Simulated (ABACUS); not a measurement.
Ti, 1 atom in the cell. The structure is cubic, space group Fm-3m (No. 225). Conventional cell: a = 4.060 Å, b = 4.060 Å, c = 4.060 Å, α = 90.00°, β = 90.00°, γ = 90.00°. Ti (site symmetry m-3m) has 12 Ti at 2.87 Å as nearest neighbours. This isn't the form of Ti at room conditions, which is hcp.

```yaml
Program: ABACUS 3.10.1
Task: single point
Functional: PBE
Dispersion: D2
Potentials_or_basis: PseudoDojo NC SR 0.4.1 PBE standard
Cutoff: 1143 eV
Density_cutoff: 4572 eV
Basis: plane waves
k_mesh: 11 × 11 × 11
Occupations: fermi-dirac, width 0.05 eV
Spin: no spin polarisation
Radial_cutoff_of_the_potentials_pseudo_rcut: 7 bohr
SCF_threshold_on_the_density: 1e-08
Max_SCF_steps: 100
Eigensolver: dav
Mixing: broyden
Mixing_share: 0.7
Symmetry_key: 1
D2_scale_factor: 0.75
```

Potentials or basis: PseudoDojo NC SR 0.4.1 PBE standard, plane waves.

Launch:

```bash
$ OMP_NUM_THREADS=1 python run_abacus.py > log
```

Hardware: 4 MPI ranks on Intel(R) Xeon(R) 6975P-C (Granite Rapids), on a shared host.

**Question.** Estimate the wall time of this run.

**Answer.** It took 2.2 s on 4 MPI ranks on Intel(R) Xeon(R) 6975P-C (Granite Rapids) (shared host), peak memory 0.36 GiB a rank. Counts: scf iterations 7, k points 56, bands 10, ranks 4.
